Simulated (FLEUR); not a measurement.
Runs of FLEUR MaX-R8.1 (later development tree) on FeO. Symmetry: I4/mmm, No. 139, tetragonal system. The conventional cell has a = 2.975 Å, b = 2.975 Å, c = 3.868 Å, α = 90.00°, β = 90.00°, γ = 90.00°. Around Fe (site symmetry 4/mmm) lie 6 O at 1.93 to 2.10 Å. O (site symmetry 4/mmm) is surrounded by 6 Fe at 1.93 to 2.10 Å. The cell comes from a database or a generator and needn't be the stable form of this composition.

```tsv
cell	gap on the mesh (eV)	moment (μB)
I4/mmm, 8.56 Å³/atom	none	3.64
I4/mmm, 10.16 Å³/atom	none	4.00
I4/mmm, 11.23 Å³/atom	none	4.01
I4/mmm, 9.09 Å³/atom	none	(a)
I4/mmm, 10.7 Å³/atom	none	4.00
```

Alike in all rows: task single point; level PBEsol; potentials or basis all-electron, FLAPW; spin collinear, ferromagnetic start; k mesh 12 × 12 × 12; smearing fermi-dirac 0.05 eV; kmax 5.16 1/bohr.

**Question.** Fill in the values left out.

**Answer.** (a) 3.83.

Caveats: a cell with one magnetic atom can't hold antiferromagnetic order, which such compounds often take; semilocal functionals often make such compounds metallic where correlation or magnetic order opens a gap, which also shifts bond lengths.

A gap of «none» marks a metal or a gap under the smearing width.
